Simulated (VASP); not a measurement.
Wanted: the native input for a VASP 6.6.1 run.

```
Task                   : single point
Functional             : revPBE
Potentials or basis    : VASP PAW PBE potentials, release 64 (P)
Cutoff                 : 520 eV
k mesh                 : 16 × 16 × 16
Occupations            : fermi-dirac, width 0.1 eV
Spin                   : no spin polarisation
Dipole correction      : no
Further INCAR settings : ALGO = Fast; EDIFF = 1e-06; NBANDS = 12
```

The structure of P lies in POSCAR:

```
P
1.0
    0.0000000000      2.7617396283      2.7617396283
    2.7617396283      0.0000000000      2.7617396283
    2.7617396283      2.7617396283      0.0000000000
P
2
Direct
    0.1250000000      0.1250000000      0.1250000000
    0.8750000000      0.8750000000      0.8750000000
```

This isn't the form of P at room conditions, which is orthorhombic.

These files were run (other wordings do the same):

INCAR

```
SYSTEM = P
ALGO = Fast ; EDIFF = 1E-6
ENCUT = 520 ; GGA = RE
ISIF = 2 ; ISMEAR = -1
LASPH = .TRUE. ; LCHARG = .FALSE.
LREAL = .FALSE. ; LWAVE = .FALSE.
NBANDS = 12 ; NELM = 80
PREC = Accurate ; SIGMA = 0.1
```

KPOINTS

```
k-points
0
G
  16 16 16
  0 0 0
```

Potentials or basis: VASP PAW PBE potentials, release 64 (P).

Run with:

```bash
$ cat potpaw_PBE.64/P/POTCAR > POTCAR
$ mpirun -np 1 vasp_std > vasp.out
```

Results of the run:

```json
{"Pressure": "-0.1 GPa", "Band gap on the k mesh": "none (metal or under the smearing width)"}
```

Caveat: the PAW data sets were made with another functional, which shifts forces and pressure a little.

Run time: 35 s on 1 thread of Intel(R) Xeon(R) 6975P-C (Granite Rapids), with other jobs on the host, peak memory 0.19 GiB.
